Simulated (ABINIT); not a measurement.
Runs of ABINIT 10.8.3 (patched build) on CdSe. The structure is cubic, space group F-43m (No. 216). Conventional cell: a = 6.141 Å, b = 6.141 Å, c = 6.141 Å, α = 90.00°, β = 90.00°, γ = 90.00°. Around Cd (site symmetry -43m) lie 4 Se at 2.66 Å. Around Se (site symmetry -43m) lie 4 Cd at 2.66 Å. Measurements of this composition are mostly on another form, of space group No. 186.

```tsv
level	gap on the mesh (eV)	pressure (GPa)
PW91	(a)	1.0
BLYP	0.46	4.0
revPBE	0.67	2.6
SCAN	0.83	-1.1
RPBE	0.72	3.1
r2SCAN	1.01	-0.4
PBEsol	0.42	(b)
WC	(c)	-1.4
```

Alike in all rows: task single point; potentials or basis JTH PAW PBE v2.0; no spin polarisation; cell as given; k mesh 8 × 8 × 8; cutoff (eV) 707; smearing fermi-dirac 0.05 eV.

Task: Estimate the missing entries.

Result: (a) 0.50; (b) -1.5; (c) 0.39.

Caveats: the PAW data sets were made with another functional, which shifts forces and pressure a little.

A k mesh can miss the band edges, and the runs leave out spin-orbit coupling on Cd, Se.

Runs at the PBE level aren't shown here.
